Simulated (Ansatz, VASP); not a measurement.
# Two plane-wave programs on Si

```
CELL_PARAMETERS angstrom
0.00000 2.70097 2.70097
2.70097 0.00000 2.70097
2.70097 2.70097 0.00000
ATOMIC_POSITIONS crystal
Si 0.75000 0.75000 0.75000
Si 0.50000 0.50000 0.50000
```

Alike in both runs: task relaxation of cell and atoms; functional PBEsol; k mesh 12 × 12 × 12; occupations gaussian, width 0.02 eV; no spin polarisation.

```csv
,VASP,Ansatz
version,VASP 6.6.1,Ansatz 0.2.0
potentials or method,"VASP PAW PBE potentials, release 64 (Si)","scalar-relativistic, plane waves, PAW"
plane-wave cutoff (eV),600,420
valence electrons in the cell,8,8
```

|  | VASP | Ansatz | Ansatz less VASP |
| --- | --- | --- | --- |
| gap on the k mesh at the Fermi level, each at its own relaxed structure (eV) | 0.46 | 0.46 | +0.002 |
| relaxed volume (Å³/atom) | 20.08 | 20.05 | -0.026 |
| relaxed cell length with the largest relative difference (Å) | 3.844 | 3.842 | -0.0017 |
| energy change over the relaxation (meV/atom) | -2 | -2 | +0.2 |

Caveats: the PAW data sets were made with another functional, which shifts forces and pressure a little (VASP).
